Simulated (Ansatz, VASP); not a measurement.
**One calculation of Hf, two programs**

Contents of INCAR:

```
SYSTEM = Hf
PREC = Accurate ; ENCUT = 520
EDIFF = 1E-7 ; ISMEAR = 0
SIGMA = 0.1 ; LREAL = .FALSE.
LASPH = .TRUE. ; NELM = 80
ALGO = Normal ; ISIF = 2
LWAVE = .FALSE. ; LCHARG = .FALSE.
NBANDS = 11
```

The input KPOINTS:

```
regular mesh
0
G
  16 16 16
  0 0 0
```

The input POSCAR:

```
Hf
1.0
   -1.8224543500      1.8224543500      1.8224543500
    1.8224543500     -1.8224543500      1.8224543500
    1.8224543500      1.8224543500     -1.8224543500
Hf
1
Direct
    0.0000000000      0.0000000000      0.0000000000
```

Input for Ansatz:

```yaml
crystal:
  lattice:
    - [-1.82245435, 1.82245435, 1.82245435]
    - [1.82245435, -1.82245435, 1.82245435]
    - [1.82245435, 1.82245435, -1.82245435]
  atoms:
    - { symbol: Hf, position: [0.0, 0.0, 0.0] }
basis:
  ecutwfc: 420
kpoints:
  mp_grid: { grid: [16, 16, 16] }
hamiltonian:
  xc: lda
scf:
  occupations: { method: gaussian, width: 0.1 }
output:
  forces: true
  stress: true
  eigenvalues: true
  populations: true
```

Alike in both runs: task single point; functional LDA; k mesh 16 × 16 × 16; occupations gaussian, width 0.1 eV; no spin polarisation.

|  | VASP | Ansatz |
| --- | --- | --- |
| version | VASP 6.6.1 | Ansatz 0.2.0 |
| potentials or method | VASP PAW LDA potentials, release 64 (Hf_pv) | scalar-relativistic, plane waves, PAW |
| plane-wave cutoff (eV) | 520 | 420 |
| valence electrons in the cell | 10 | 26 |

```csv
,VASP,Ansatz,Ansatz less VASP
gap on the k mesh at the Fermi level (eV),none,none,-
pressure (GPa),-14.7,-14.6,+0.02
```

A gap of «none» marks a metal or a gap that the smearing closes. The two sets of potentials don't hold the same shells in valence.

Spin-orbit coupling is left out, which matters for the levels of Hf.
